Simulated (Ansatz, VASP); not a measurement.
# Two plane-wave programs on P

```
P
1.0
     2.30734    0.00000    0.00000
     0.00000    2.30734    0.00000
     0.00000    0.00000    2.30734
P
1
Direct
  0.00000 0.00000 0.00000
```

Alike in both runs: task single point; functional PBE; dispersion D3(BJ); k mesh 20 × 20 × 20; occupations gaussian, width 0.05 eV; no spin polarisation.

|  | VASP | Ansatz |
| --- | --- | --- |
| version | VASP 6.6.1 | Ansatz 0.2.0 |
| potentials or method | VASP PAW PBE potentials, release 64 (P) | scalar-relativistic, plane waves, PAW |
| plane-wave cutoff (eV) | 520 | 420 |
| valence electrons in the cell | 5 | 5 |

|  | VASP | Ansatz | Ansatz less VASP |
| --- | --- | --- | --- |
| gap on the k mesh at the Fermi level (eV) | none | none | - |
| pressure (GPa) | 21.6 | 22.1 | +0.55 |

A gap of «none» marks a metal or a gap that the smearing closes.

Caveats: so large a pressure means that the cell lies far from this level's equilibrium, or that cutoff or potentials fall short (VASP); pairwise dispersion overbinds metals, which lowers pressure and volume.
